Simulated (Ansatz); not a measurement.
## Pd: energy change per atom and pressure against volume scale

All results are calculated (Ansatz 0.2.0). Plane-wave DFT, scalar-relativistic PAW made under PBE with cores redone for the functional, no dispersion; the given relaxed cell is scaled uniformly, energy at zero smearing counts from the unscaled cell, pressure at the given Fermi-Dirac smearing is positive in compression.

The cell before it is scaled or strained (space group Im-3m, No. 229):
```
CELL_PARAMETERS angstrom
-1.58020 1.58020 1.58020
1.58020 -1.58020 1.58020
1.58020 1.58020 -1.58020
ATOMIC_POSITIONS crystal
Pd 0.00000 0.00000 0.00000
```

Settings of every row: spin polarised yes; functional revPBE; wave cutoff 420 eV; smearing width 0.05 eV; k mesh 16x16x16.

Atom:
| element | starting moment (Bohr magneton) |
| --- | --- |
| Pd | 0.5 |

Limits: search for a lower magnetic state is off; the cell comes from a prototype or a list of computed structures and needn't be the stable phase.

| row | volume scale | V (Å³/atom) | energy change per atom (meV) | pressure (GPa) |
| --- | --- | --- | --- | --- |
| 1 | 0.88 | 13.889 | 138.84 | 27.11 |
| 2 | 0.92 | 14.521 | 55.73 | 15.64 |
| 3 | 0.96 | 15.152 | 12.48 | 6.78 |
| 4 | 1.04 | 16.415 | 11.22 | -5.3 |
| 5 | 1.08 | 17.046 | ? | ? |
| 6 | 1.12 | 17.677 | 83.84 | -12.34 |

Largest site moment is 0 Bohr magneton in every row.

Question: what energy change per atom and pressure should row 5 give?

Worked fit of energy change per atom. Take u = (V_r/V)^(2/3) − 1 with V_r = 15.152 Å³ an atom, which is twice the finite (Eulerian) strain; such expansions in the strain, on which the Birch-Murnaghan equation of state is built, carry the rest volume and the bulk modulus. The shown rows have u = 0.05974, 0.02876, 0, -0.05198, -0.09765. Least squares give energy change per atom = 13.384 + 1013.25 × u + 17863.4 × u² meV; a straight line predicts inner rows, each left out in turn, worse (root mean square 51 against 2.9 meV). The rows lie off it by 1.17, -1.57, -0.90, 2.24, -0.94 (root mean square 1.5 meV). The withheld row has u = -0.07552, so the fit gives 13.384 + 1013.25 × (-0.07552) + 17863.4 × (-0.07552)² = 38.74 meV.

The calculation gave 40.61 meV. The fit lies 1.87 meV (4.6 % of the value, 1.5 % of the column's range) below it; its largest miss of a shown row is 2.24 meV.

Worked fit of pressure. Take u = (V_r/V)^(2/3) − 1 with V_r = 15.152 Å³ an atom, which is twice the finite (Eulerian) strain; such expansions in the strain, on which the Birch-Murnaghan equation of state is built, carry the rest volume and the bulk modulus. The shown rows have u = 0.05974, 0.02876, 0, -0.05198, -0.09765. Least squares give pressure = 6.849 + 283.83 × u + 901.6 × u² GPa; a straight line predicts inner rows, each left out in turn, worse (root mean square 2.5 against 0.22 GPa). The rows lie off it by 0.09, -0.12, -0.07, 0.17, -0.07 (root mean square 0.11 GPa). The withheld row has u = -0.07552, so the fit gives 6.849 + 283.83 × (-0.07552) + 901.6 × (-0.07552)² = -9.44 GPa.

The calculation gave -9.31 GPa. The fit lies 0.13 GPa (1.4 % of the value, 0.33 % of the column's range) below it; its largest miss of a shown row is 0.17 GPa.
